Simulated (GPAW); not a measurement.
GaN: equation of state with rSCAN

GaN:

```
CELL_PARAMETERS angstrom
0.00000 2.25350 2.25350
2.25350 0.00000 2.25350
2.25350 2.25350 0.00000
ATOMIC_POSITIONS crystal
Ga 0.00000 0.00000 0.00000
N 0.25000 0.25000 0.25000
```

The cell is a database's computed one.

| Item | Value |
| --- | --- |
| Program | GPAW 26.7.0 |
| Task | equation of state |
| Functional | rSCAN |
| Potentials or basis | GPAW PAW data sets (gpaw-data 1.2.1) |
| Cutoff | 800 eV |
| Basis | pw |
| k mesh | 10 × 10 × 10 |
| Occupations | fermi-dirac, width 0.05 eV |
| Spin | no spin polarisation |

```json
{"Equilibrium volume": "11.70 Å³/atom (rough: see the caveat)", "Bulk modulus": "214 GPa (rough)"}
```

Energy against volume, from the lowest point:
```
volume (Å³/atom)  energy (meV/atom)
          10.757              59.81
          10.986              33.00
          11.215              14.76
          11.444               4.02
          11.673               0.00
          11.902               2.19
          12.131               9.72
```

Wall time 5.4 min on 1 thread of Arm Neoverse V1, with other jobs on the host, peak memory 0.5 GiB.

Caveat: the data sets keep Ga 3d, Li 1s and Be 1s frozen, and some such compounds lay over 1.5 % in volume off other programs; the points scatter about the fit; the PAW data sets were made with another functional, which shifts forces and pressure a little.
